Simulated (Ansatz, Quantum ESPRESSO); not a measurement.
# Ga1-xInxAs: cell size against composition

Does the cell follow a straight line between the end members?

Calculated with Quantum ESPRESSO 7.5, PBEsol, GBRV 1.5 ultrasoft potentials, cutoff 680 eV, Fermi–Dirac smearing 0.02 eV, k-mesh 4×4×4, no spin polarisation, no spin-orbit coupling.

Each composition is one ordered cell of the zinc blende structure with 8 sites to fill (x is the share of In on the Ga sites), chosen so that its near-neighbour pairs are as close to random as the cell allows, with cell and atoms relaxed. The cell at x = 0.25: a = 8.1685 Å, b = 8.1685 Å, c = 8.1522 Å, α = 60.07°, β = 60.07°, γ = 60.00°.

```csv
atom,x,y,z
In,0.0009,0.0009,0.9991
In,0.0009,0.0009,0.4991
As,0.3750,0.3750,0.3750
As,0.3750,0.3750,0.8750
As,0.3893,0.8701,0.3703
As,0.3893,0.8701,0.8703
As,0.8701,0.3893,0.3703
As,0.8701,0.3893,0.8703
As,0.8648,0.8648,0.3852
As,0.8648,0.8648,0.8852
Ga,0.0003,0.4996,0.0000
Ga,0.0003,0.4996,0.5000
Ga,0.4996,0.0003,0.0000
Ga,0.4996,0.0003,0.5000
Ga,0.5000,0.5000,0.0000
Ga,0.5000,0.5000,0.5000
```

| x | formula | space group | volume for each atom (Å³) |
| --- | --- | --- | --- |
| 0 | GaAs | F-43m | 22.691 |
| 0.25 | InGa3As4 | Amm2 | 24.063 |
| 0.375 | In3Ga5As8 | R3m | 24.744 |
| 0.5 | InGaAs2 | Ima2 | 25.406 |
| 0.625 | In5Ga3As8 | R3m | 26.103 |
| 0.75 | In3GaAs4 | Amm2 | 26.792 |
| 0.875 | In7GaAs8 | F-43m | 27.482 |
| 1 | InAs | F-43m | 28.199 |

**Question.** Fit the trend and give the value at x = 0.125, a row left out above.

The law is y = (1 − x) y0 + x y1 − b x(1 − x). With w = x(1 − x) and δ the distance of each inner row from the straight line, b = −Σδw/Σw².

| x | w | δ |
| --- | --- | --- |
| 0.25 | 0.1875 | −0.005 |
| 0.375 | 0.2344 | −0.013 |
| 0.5 | 0.2500 | −0.039 |
| 0.625 | 0.2344 | −0.030 |
| 0.75 | 0.1875 | −0.030 |
| 0.875 | 0.1094 | −0.029 |

Σδw = −0.02951 and Σw² = 0.2546, so b = 0.116 Å³. At x = 0.125 the law gives 23.367 Å³. The run itself gives 23.357 Å³, so the estimate misses by 0.010 Å³; the fitted rows themselves lie up to 0.017 Å³ off the law.

At x = 0.5 the bowing term is 0.11 % of the value there, against 24.3 % between the ends, so the straight line holds well.

One small ordered cell stands for each composition, so a random alloy may differ.

The same fit over all rows at other levels or in other programs gives b = 0.124 Å³ with PBEsol (Ansatz) and 0.127 Å³ with r2SCAN (Ansatz).

[Logs are printed without paths, hosts, clocks, repeated set-up lines and the standing remarks that a program may print on its own settings, such as how far it seeks lower states.]
